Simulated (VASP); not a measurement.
Crystal: CaSe.

```
Ca Se
1.0
     3.63478    0.00000    0.00000
     0.00000    3.63478    0.00000
     0.00000    0.00000    3.63478
Ca Se
1 1
Direct
  0.00000 0.00000 0.00000
  0.50000 0.50000 0.50000
```

The cell was built by a generator and needn't be a form met in nature.

Base run:

- Program: VASP 6.6.1
- Functional: r2SCAN
- Potentials or basis: VASP PAW PBE potentials, release 64 (Ca_sv, Se)
- Cutoff: 520 eV
- k mesh: 6 × 6 × 6
- Occupations: gaussian, width 0.01 eV
- Spin: no spin polarisation

Its results: band gap on the k mesh 1.24 eV, direct; pressure 0.2 GPa.

Problem. The run is repeated on the same cell with these changes: functional from r2SCAN to HSE06; k mesh from 6 × 6 × 6 to 4 × 4 × 4. What comes out?

Solution. Band gap on the k mesh 1.54 eV, direct; pressure 0.5 GPa.

Several settings changed at once, so the effect can't be laid on one alone.

Caveats: some runs use coarse meshes; the PAW data sets were made with another functional, which shifts forces and pressure a little.

A k mesh can miss the band edges.
